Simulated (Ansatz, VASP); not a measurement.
**One calculation of Si3N4, two programs**

```
Si N
1.0
     0.00000    3.89372    3.89372
     3.89372    0.00000    3.89372
     3.89372    3.89372    0.00000
Si N
6 8
Cartesian
  2.9203 2.9203 0.9734
  2.9203 0.9734 2.9203
  0.9734 2.9203 2.9203
  0.9734 0.9734 0.9734
  5.8406 5.8406 5.8406
  3.8937 3.8937 3.8937
  2.8624 2.8624 2.8624
  6.8719 4.8092 4.8092
  4.8092 4.8092 6.8719
  4.8092 6.8719 4.8092
  4.9251 4.9251 2.8624
  4.9251 2.8624 4.9251
  6.8719 6.8719 6.8719
  2.8624 4.9251 4.9251
```

The cell is a database's computed one.

Alike in both runs: task single point; functional PBEsol; k mesh 4 × 4 × 4; occupations gaussian, width 0.1 eV; no spin polarisation.

```csv
,VASP,Ansatz
version,VASP 6.6.1,Ansatz 0.2.0
potentials or method,"VASP PAW PBE potentials, release 64 (Si, N)","scalar-relativistic, plane waves, PAW"
plane-wave cutoff (eV),520,420
valence electrons in the cell,64,64
```

|  | VASP | Ansatz | Ansatz less VASP |
| --- | --- | --- | --- |
| gap on the k mesh at the Fermi level (eV) | 3.24 | 3.25 | +0.006 |
| least direct gap on the mesh (eV) | 3.25 | 3.26 | +0.007 |
| pressure (GPa) | -4.8 | -5.1 | -0.34 |
| rms of the force components (eV/Å) | 0.025 | 0.029 | +0.0038 |

Atom by atom the forces differ by 0.004 eV/Å (rms over components).

Caveats: the PAW data sets were made with another functional, which shifts forces and pressure a little (VASP). A k mesh can miss the band edges.
